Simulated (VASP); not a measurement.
## SiC in VASP 6.6.1, single-point calculation

INCAR

```
LCHARG = .FALSE.
ISMEAR = -1
NELM = 76
LWAVE = .FALSE.
ISIF = 2
SIGMA = 0.02
NBANDS = 11
ENCUT = 520
IBRION = -1
LREAL = .TRUE.
PREC = Accurate
GGA = PE
EDIFF = 1E-7
NSW = 0
LASPH = .TRUE.
```

KPOINTS

```
KPOINTS created by Atomic Simulation Environment
0
Gamma
8 8 8
0 0 0
```

POSCAR

```
Si C
 1.0000000000000000
    -0.0342000000000000    2.2200000000000002    2.1560000000000001
     2.1337999999999999   -0.0531000000000000    2.1747999999999998
     2.0994000000000002    2.2044999999999999   -0.0187000000000000
 Si  C
   1   1
Cartesian
  2.1099583400000004  2.2251575099999998  0.0315763300000000
  0.9556268400000001  1.1100796800000001  1.0722372000000000
```

The recommended PBE PAW datasets give the neutral cell 8 valence electrons.

Command

```
mpirun -np 1 vasp_std
```

OSZICAR

```
N       E                     dE             d eps       ncg     rms          rms(c)
DAV:   1     0.383917097660E+01    0.38392E+01   -0.39610E+03  5918   0.614E+02
DAV:   2    -0.161560119785E+02   -0.19995E+02   -0.19156E+02  7220   0.110E+02
DAV:   3    -0.167736831081E+02   -0.61767E+00   -0.61645E+00  6992   0.161E+01
DAV:   4    -0.167760564432E+02   -0.23733E-02   -0.23732E-02  6571   0.127E+00
DAV:   5    -0.167760671278E+02   -0.10685E-04   -0.10685E-04  7069   0.795E-02    0.901E+00
DAV:   6    -0.149044698876E+02    0.18716E+01   -0.67798E+00  6389   0.117E+01    0.399E+00
DAV:   7    -0.148524089991E+02    0.52061E-01   -0.39750E-01  6941   0.364E+00    0.187E+00
DAV:   8    -0.148441586853E+02    0.82503E-02   -0.22667E-02  6482   0.100E+00    0.175E-01
DAV:   9    -0.148442490845E+02   -0.90399E-04   -0.18750E-03  7076   0.255E-01    0.113E-01
DAV:  10    -0.148443530169E+02   -0.10393E-03   -0.25119E-04  6349   0.999E-02    0.316E-02
DAV:  11    -0.148443610151E+02   -0.79982E-05   -0.32549E-05  6899   0.333E-02    0.107E-02
DAV:  12    -0.148443613323E+02   -0.31717E-06   -0.20952E-06  6704   0.972E-03    0.134E-03
DAV:  13    -0.148443614370E+02   -0.10465E-06   -0.21687E-07  6800   0.300E-03    0.823E-04
DAV:  14    -0.148443614647E+02   -0.27773E-07   -0.69976E-09  3460   0.565E-04
   1 F= -.14844361E+02 E0= -.14844361E+02  d E =-.457189E-11
```

From OUTCAR

```
k-points           NKPTS =    260   k-points in BZ     NKDIM =    260   number of bands    NBANDS=     11

   NELECT =       8.0000    total number of electrons

   dimension x,y,z NGX =    24 NGY =   24 NGZ =   24
   dimension x,y,z NGXF=    48 NGYF=   48 NGZF=   48

  energy-cutoff  :      520.00
  volume of cell :       20.77
      direct lattice vectors                 reciprocal lattice vectors
    -0.034200000  2.220000000  2.156000000    -0.230775607  0.221739940  0.231838965
     2.133800000 -0.053100000  2.174800000     0.230826754 -0.217887850  0.228017301
     2.099400000  2.204500000 -0.018700000     0.237958153  0.225070306 -0.227976767

 k-points in reciprocal lattice and weights: KPOINTS created by Atomic Simulation Env
   0.00000000  0.00000000  0.00000000       0.002
   0.12500000 -0.00000000 -0.00000000       0.004
   0.25000000 -0.00000000 -0.00000000       0.004
   0.37500000 -0.00000000 -0.00000000       0.004
   0.50000000 -0.00000000 -0.00000000       0.002
  -0.00000000  0.12500000  0.00000000       0.004
   0.12500000  0.12500000 -0.00000000       0.004
   0.25000000  0.12500000 -0.00000000       0.004
   ...

 E-fermi :   8.8274

 k-point     1 :       0.0000    0.0000    0.0000
  band No.  band energies     occupation
      1      -7.3313      2.00000
      2       7.4315      2.00000
      3       8.2003      2.00000
      4       8.4274      2.00000
      5      13.8854      0.00000
      6      15.0022      0.00000
      7      15.3243      0.00000
      8      16.1393      0.00000
      9      21.8775      0.00000
     10      23.1783      0.00000
     11      23.9486      0.00000

 k-point     2 :       0.1250   -0.0000   -0.0000
  band No.  band energies     occupation
      1      -7.0308      2.00000
      2       6.2829      2.00000
      3       7.7078      2.00000
      4       8.2322      2.00000
      5      14.2149      0.00000
      6      15.2601      0.00000
      7      15.6425      0.00000
      8      16.6862      0.00000
      9      20.7961      0.00000
     10      21.8341      0.00000
     11      24.2177      0.00000

 k-point     3 :       0.2500   -0.0000   -0.0000
  band No.  band energies     occupation
      1      -6.1522      2.00000
      2       3.5967      2.00000
      3       7.2343      2.00000
      4       7.8472      2.00000
      5      13.8736      0.00000
      6      15.2452      0.00000
      7      16.7611      0.00000
      8      17.5052      0.00000
      9      21.0196      0.00000
     10      21.2675      0.00000
     11      23.3693      0.00000

 k-point     4 :       0.3750   -0.0000   -0.0000
  band No.  band energies     occupation
      1      -4.8168      2.00000
      2       0.9158      2.00000
      3       6.8783      2.00000
      4       7.5523      2.00000
      5      13.4589      0.00000
      6      14.7302      0.00000
      7      16.7610      0.00000
      8      18.0285      0.00000
      9      22.6275      0.00000
     10      23.1400      0.00000
     11      23.9974      0.00000

 k-point     5 :       0.5000   -0.0000   -0.0000
  band No.  band energies     occupation
      1      -3.8146      2.00000
      2      -0.5640      2.00000
      3       6.7476      2.00000
      4       7.4489      2.00000
      5      13.3046      0.00000
      6      14.4683      0.00000
      7      16.5614      0.00000
      8      18.1142      0.00000
      9      23.8582      0.00000
     10      24.8066      0.00000
     11      25.7889      0.00000

 ...

  Total        1.5107322      0.0266697      0.7997164      1.6140092      1.4729509      0.4379264
  in kB      116.5328856      2.0572088     61.6874778    124.4993280    113.6185624     33.7801973
  external PRESSURE =      60.0925241 kB  Pullay stress =       0.0000000 kB

 POSITION                                       TOTAL-FORCE (eV/Angst)
 -----------------------------------------------------------------------------------
      2.10996      2.22516      0.03158        -2.283555     -1.105732     -1.423682
      0.95563      1.11008      1.07224         2.283555      1.105732      1.423682
 -----------------------------------------------------------------------------------
    total drift:                                0.289424      0.769624     -0.066312

  FREE ENERGIE OF THE ION-ELECTRON SYSTEM (eV)
  ---------------------------------------------------
  free  energy   TOTEN  =       -14.8443614647 eV

  energy  without entropy=      -14.8443614647  energy(sigma->0) =      -14.84436146
```

It converged. Results: gap between bands v and c on the k mesh 0.82 eV; least direct gap on the k mesh 4.38 eV; pressure 6.0 GPa; largest force 2.91 eV/Å. Band v is the last that the valence electrons fill when counted band by band, and c is the next.

These settings aren't sound, so the numbers aren't properties of the crystal.

On sound settings PBE gives a gap of 0.82 eV on its mesh and a pressure of 5.5 GPa for the intended cell.

The run took about 84 s on one core of a shared host (Intel Xeon Platinum 8488C) and held 0.16 GiB at most.
